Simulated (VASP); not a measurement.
# Os (P6_3/mmc) in VASP: further runs, part 2 of 2

VASP 6.6.1. Earlier steps stand in the parts before.

## Step 3: Relaxation of cell and atoms, PBEsol

Input file INCAR:

```
SYSTEM = Os
ALGO     = Fast           ! electronic algorithm
EDIFF    = 1E-7           ! SCF threshold, eV
EDIFFG   = -0.005         ! ionic threshold
ENCUT    = 600            ! plane-wave cutoff, eV
GGA      = PS             ! functional
IBRION   = 2              ! ionic algorithm
ISIF     = 3              ! what is computed and relaxed
ISMEAR   = 0              ! smearing method
LASPH    = .True.         ! aspherical terms in the spheres
LCHARG   = .False.        ! write CHGCAR
LREAL    = .False.        ! projectors in reciprocal space
LWAVE    = .False.        ! write WAVECAR
NELM     = 60             ! most SCF steps
NSW      = 90             ! ionic steps
PREC     = Accurate       ! precision mode
SIGMA    = 0.1            ! smearing width, eV
```

Input file KPOINTS:

```
k-points
0
Gamma
  6 6 4
  0 0 0
```

Input file POSCAR:

```
Os
1.0
    2.7461342300      0.0000000000      0.0000000000
   -1.3730671200      2.3782220100      0.0000000000
    0.0000000000      0.0000000000      4.3263142200
Os
2
Direct
    0.3333333300      0.6666666700      0.2500000000
    0.6666666700      0.3333333300      0.7500000000
```

Potentials or basis: VASP PAW PBE potentials, release 64 (Os).

Run with:

```sh
> cat potpaw_PBE.64/Os/POTCAR > POTCAR
> mpirun -np 1 vasp_std > vasp.out
```

OUTCAR:

```text
SYSTEM = Os
   EDIFF = 1E-7
   EDIFFG = -0.005
   ENCUT = 600
   GGA = PS
   IBRION = 2
   ISIF = 3
   ISMEAR = 0
   LASPH = .True.
   LREAL = .False.
   NELM = 60
   NSW = 90
   PREC = Accurate

 ion  position               nearest neighbor table
   1  0.333  0.667  0.250-   2 2.68   2 2.68   2 2.68   2 2.68   2 2.68   2 2.68
   2  0.667  0.333  0.750-   1 2.68   1 2.68   1 2.68   1 2.68   1 2.68   1 2.68

  LATTYP: Found a hexagonal cell.
 ALAT       =     2.7461342300
 C/A-ratio  =     1.5754197929

  Lattice vectors:

 A1 = (   2.7461342300,   0.0000000000,   0.0000000000)
 A2 = (  -1.3730671200,   2.3782220100,   0.0000000000)
 A3 = (   0.0000000000,   0.0000000000,   4.3263142200)

Analysis of symmetry for initial positions (statically):
=====================================================================
 Subroutine PRICEL returns:
 Original cell was already a primitive cell.

 Routine SETGRP: Setting up the symmetry group for a
 hexagonal supercell.

 Subroutine GETGRP returns: Found 24 space group operations
 (whereof 12 operations were pure point group operations)
 out of a pool of 24 trial point group operations.

The static configuration has the point symmetry D_3d.
 The point group associated with its full space group is D_6h.

Analysis of symmetry for dynamics (positions and initial velocities):
=====================================================================
 Subroutine PRICEL returns:
 Original cell was already a primitive cell.

 Routine SETGRP: Setting up the symmetry group for a
 hexagonal supercell.

 Subroutine GETGRP returns: Found 24 space group operations
 (whereof 12 operations were pure point group operations)
 out of a pool of 24 trial point group operations.

The dynamic configuration has the point symmetry D_3d.
 The point group associated with its full space group is D_6h.

 Subroutine INISYM returns: Found 24 space group operations
 (whereof 12 operations are pure point group operations),
 and found     1 'primitive' translations

----------------------------------------------------------------------------------------

[... 127 lines left out ...]
   NGX = 11   NGY = 11   NGZ = 17

--------------------------------------- Ionic step        1  -------------------------------------------

 number of electron      16.0000001 magnetization

 Free energy of the ion-electron system (eV)
  ---------------------------------------------------
  ext. energy  EPLUGINS =         0.00000000
  ---------------------------------------------------
  free energy    TOTEN  =       -24.40608056 eV

  energy without entropy =      -24.39536539  energy(sigma->0) =      -24.40072298

------------------------ aborting loop because EDIFF is reached ----------------------------------------

  FORCE on cell =-STRESS in cart. coord.  units (eV):
  Direction    XX          YY          ZZ          XY          YZ          ZX
  --------------------------------------------------------------------------------------
  -------------------------------------------------------------------------------------
  Total       -0.7014236     -0.7014236     -1.6859086      0.0000000      0.0000000      0.0000000
  in kB      -39.7739536    -39.7739537    -95.5987924      0.0000001      0.0000000      0.0000000
  external PRESSURE =     -58.3822333 kB  Pullay stress =       0.0000000 kB
[... 23 lines left out ...]
--------------------------------------- Ionic step        2  -------------------------------------------

 number of electron      16.0000000 magnetization

 E-fermi :  10.7126     XC(G=0): -14.5317

 val. band max:       10.7058386882   @ k =   0.0000   0.0000   0.0000
 cond. band min:      10.7877613942   @ k =   0.3333   0.1667   0.2500
 fundamental gap:      0.0819227060
 Fermi energy:        10.7125904357

 k-point     1 :       0.0000    0.0000    0.0000
  band No.  band energies     occupation
      1      -1.2583      2.00000
      2       1.8689      2.00000
      3       6.8967      2.00000
      4       6.8967      2.00000
      5       7.5716      2.00000
      6       7.9275      2.00000
      7       7.9275      2.00000
      8       8.3331      2.00000
      9       8.3331      2.00000
     10      10.7058      1.07607
     11      12.1800      0.00000
     12      12.1800      0.00000
[... 441 lines left out ...]
--------------------------------------- Ionic step        6  -------------------------------------------

 number of electron      16.0000002 magnetization

 Free energy of the ion-electron system (eV)
  ---------------------------------------------------
  ext. energy  EPLUGINS =         0.00000000
  ---------------------------------------------------
  free energy    TOTEN  =       -24.41620066 eV

  energy without entropy =      -24.40728872  energy(sigma->0) =      -24.41174469

 E-fermi :   9.6929     XC(G=0): -14.1751

 val. band max:        9.6508425672   @ k =   0.3333   0.0000   0.0000
 cond. band min:       9.7583249555   @ k =   0.3333   0.1667   0.2500
 fundamental gap:      0.1074823883
 Fermi energy:         9.6928818297

 k-point     1 :       0.0000    0.0000    0.0000
  band No.  band energies     occupation
      1      -1.6641      2.00000
      2       1.5061      2.00000
      3       6.2458      2.00000
      4       6.2458      2.00000
      5       6.6600      2.00000
      6       7.1307      2.00000
      7       7.1307      2.00000
      8       7.6577      2.00000
      9       7.6577      2.00000
     10       9.5026      1.99288
     11      11.0410      0.00000
     12      11.0410      0.00000
[... 327 lines left out ...]
  FREE ENERGIE OF THE ION-ELECTRON SYSTEM (eV)
  ---------------------------------------------------
  free  energy   TOTEN  =       -24.4162006637 eV

  energy  without entropy=      -24.4072887229  energy(sigma->0) =      -24.41174469

 reached required accuracy - stopping structural energy minimisation
```

CONTCAR:

```text
Os
   1.00000000000000
     2.7428542948705457    0.0000000000070292    0.0000000000000000
    -1.3714271524232136    2.3753815028348528    0.0000000000000000
     0.0000000000000000    0.0000000000000000    4.2797749518628576
  Os
     2
Direct
     0.3333333300000021    0.6666666699999979    0.2500000000000000
     0.6666666699999979    0.3333333300000021    0.7500000000000000

  0.00000000E+00  0.00000000E+00  0.00000000E+00
  0.00000000E+00  0.00000000E+00  0.00000000E+00
```

Wall time 32 s (1 thread of Intel Xeon Platinum 8488C (Sapphire Rapids), shared host); peak memory 0.16 GiB.

What came out:

```
Free energy                            : -24.4162 eV
Relaxed volume                         : 13.94 Å³/atom
Relaxed cell                           : a = 2.743 Å, b = 2.743 Å, c = 4.280 Å, α = 90.00°, β = 90.00°, γ = 120.00°
Space group after relaxing (to 0.05 Å) : P6_3/mmc (No. 194)
Energy gained by relaxing              : 5.1 meV/atom
Ionic steps                            : 6
Pressure after relaxing                : 0.0 GPa
Band gap on the k mesh                 : none (metal or under the smearing width)
```

Step by step:
```tsv
step	energy change (eV)	largest force (eV/Å)	pressure (GPa)	volume (Å³)
1	0.0000	0.0000	-5.84	28.25
2	0.1625	0.0000	32.78	26.20
3	-0.0092	0.0000	0.36	27.86
4	-0.0092	0.0000	0.55	27.84
5	-0.0089	0.0000	-0.58	27.93
6	-0.0101	0.0000	0.00	27.88
```

Final structure:
```xyz
2
Lattice="2.7429 0.0000 0.0000 -1.3714 2.3754 0.0000 0.0000 0.0000 4.2798" Properties=species:S:1:pos:R:3 pbc="T T T"
Os    0.0000    1.5836    1.0699
Os    1.3714    0.7918    3.2098
```

Levels at points of the mesh, in eV from the Fermi level:
```tsv
k point	band 6	band 7	band 8	band 9	band 10	band 11
(0.00, 0.00, 0.00)	-2.56	-2.56	-2.04	-2.04	-0.19	1.35
(0.50, 0.00, 0.00)	-2.85	-2.16	1.61	2.21	2.47	4.05
(0.00, 0.00, 0.50)	-3.68	-3.68	-3.68	0.57	0.57	0.57
(0.50, 0.00, 0.50)	-1.62	-0.53	-0.53	1.97	1.97	2.96
```

Caveat: the k mesh is coarse (spacing up to 0.44 Å⁻¹), so the values aren't converged; the PAW data sets were made with another functional, which shifts forces and pressure a little.

## Step 4: Single point, PBEsol

Input file INCAR:

```
SYSTEM = Os
PREC = Accurate
ENCUT = 520
EDIFF = 1E-7
ISMEAR = 0
SIGMA = 0.1
LREAL = .False.
LASPH = .True.
NELM = 60
ALGO = Fast
ISIF = 2
LWAVE = .False.
LCHARG = .False.
GGA = PS
```

Input file KPOINTS:

```
regular mesh
0
Gamma
  18 18 10
  0 0 0
```

POSCAR is that of step 3.

Run with:

```sh
> cat potpaw_PBE.64/Os/POTCAR > POTCAR
> mpirun -np 1 vasp_std > vasp.out
```

It took 42 s on 1 thread of Intel Xeon Platinum 8488C (Sapphire Rapids), shared host; peak memory 0.18 GiB.

Results (log left out):

| Property | Result |
| --- | --- |
| Free energy | -24.4764 eV |
| Pressure | -6.7 GPa |
| Band gap on the k mesh | none (metal or under the smearing width) |

Stress tensor (GPa, compression positive):
```
-7.17  0.00  0.00
 0.00 -7.17  0.00
 0.00  0.00 -5.61
```

Levels at points of the mesh, in eV from the Fermi level:
```tsv
k point	band 4	band 5	band 6	band 7	band 8	band 9	band 10	band 11	band 12
(0.00, 0.00, 0.00)	-3.03	-2.74	-2.19	-2.19	-1.57	-1.57	0.03	1.67	1.67
(0.50, 0.00, 0.00)	-3.54	-2.92	-2.53	-1.85	1.98	2.55	2.70	4.34	5.61
(0.00, 0.00, 0.50)	-3.53	-3.23	-3.23	-3.23	-3.23	0.88	0.88	0.88	0.88
(0.50, 0.00, 0.50)	-5.27	-1.21	-1.21	-0.18	-0.18	2.32	2.32	3.25	3.25
```

Caveat: the PAW data sets were made with another functional, which shifts forces and pressure a little. The run has no spin-orbit coupling, so splittings on Os are missing.

## Step 5: Relaxation of cell and atoms, PBEsol

Input file INCAR:

```
SYSTEM = Os
ALGO     = Fast           ! electronic algorithm
EDIFF    = 1E-7           ! SCF threshold, eV
EDIFFG   = -0.005         ! ionic threshold
ENCUT    = 580            ! plane-wave cutoff, eV
GGA      = PS             ! functional
IBRION   = 2              ! ionic algorithm
ISIF     = 3              ! what is computed and relaxed
ISMEAR   = 0              ! smearing method
LASPH    = .True.         ! aspherical terms in the spheres
LCHARG   = .False.        ! write CHGCAR
LREAL    = .False.        ! projectors in reciprocal space
LWAVE    = .False.        ! write WAVECAR
NELM     = 60             ! most SCF steps
NSW      = 90             ! ionic steps
PREC     = Accurate       ! precision mode
SIGMA    = 0.1            ! smearing width, eV
```

Input file KPOINTS:

```
k-points
0
Gamma
  18 18 10
  0 0 0
```

POSCAR is that of step 4.

Run with:

```sh
> cat potpaw_PBE.64/Os/POTCAR > POTCAR
> mpirun -np 1 vasp_std > vasp.out
```

Wall time 4.4 min (1 thread of Intel Xeon Platinum 8488C (Sapphire Rapids), shared host); peak memory 0.24 GiB.

The run converged. Its results:

```yaml
Free_energy: -24.4866 eV
Relaxed_volume: 13.91 Å³/atom
Relaxed_cell: a = 2.729 Å, b = 2.729 Å, c = 4.315 Å, α = 90.00°, β = 90.00°, γ = 120.00°
Space_group_after_relaxing_to_0.05_Å: P6_3/mmc (No. 194)
Energy_gained_by_relaxing: 4.7 meV/atom
Ionic_steps: 9
Pressure_after_relaxing: 0.0 GPa
Band_gap_on_the_k_mesh: none (metal or under the smearing width)
```

The path:
```csv
step,energy change (eV),largest force (eV/Å),pressure (GPa),volume (Å³)
1,0.0000,0.0000,-6.54,28.25
2,0.1873,0.0000,36.28,25.96
3,-0.0092,0.0000,-0.12,27.83
4,-0.0092,0.0000,0.04,27.82
5,-0.0092,0.0000,0.18,27.81
6,-0.0091,0.0000,0.05,27.81
7,-0.0094,0.0000,0.11,27.81
8,-0.0093,0.0000,-0.34,27.84
9,-0.0094,0.0000,0.01,27.82
```

Final structure:
```xyz
2
Lattice="2.7286 0.0000 0.0000 -1.3643 2.3631 0.0000 0.0000 0.0000 4.3146" Properties=species:S:1:pos:R:3 pbc="T T T"
Os    0.0000    1.5754    1.0786
Os    1.3643    0.7877    3.2359
```

Levels at points of the mesh, in eV from the Fermi level:
```
           k point  band 5  band 6  band 7  band 8  band 9  band 10  band 11  band 12
(0.00, 0.00, 0.00)   -2.84   -2.24   -2.24   -1.57   -1.57    -0.01     1.71     1.71
(0.50, 0.00, 0.00)   -2.95   -2.61   -1.91    2.07    2.64     2.76     4.46     5.75
(0.00, 0.00, 0.50)   -3.29   -3.29   -3.29   -3.29    0.91     0.91     0.91     0.91
(0.50, 0.00, 0.50)   -1.22   -1.22   -0.18   -0.18    2.41     2.41     3.33     3.33
```

Caveat: the PAW data sets were made with another functional, which shifts forces and pressure a little.

## Step 6: The runs side by side

| task | cell | k mesh | cutoff (eV) | mesh quality | gap on the mesh (eV) | pressure (GPa) | relaxed volume (Å³/atom) |
| --- | --- | --- | --- | --- | --- | --- | --- |
| relaxation of cell and atoms | relaxed | 18 × 18 × 10 | 300 | not flagged | none | 0.0 | 13.86 |
| relaxation of cell and atoms | relaxed | 6 × 6 × 4 | 600 | coarse | none | 0.0 | 13.94 |
| single point | as given | 18 × 18 × 10 | 520 | not flagged | none | -6.7 | - |
| relaxation of cell and atoms | relaxed | 18 × 18 × 10 | 580 | not flagged | none | 0.0 | 13.91 |

Alike in all rows: level PBEsol; potentials or basis VASP PAW PBE potentials, release 64 (Os); no spin polarisation; smearing gaussian 0.1 eV.

Caveats: some runs use coarse meshes; the PAW data sets were made with another functional, which shifts forces and pressure a little.

Absolute energies hang on the potentials; compare differences alone.
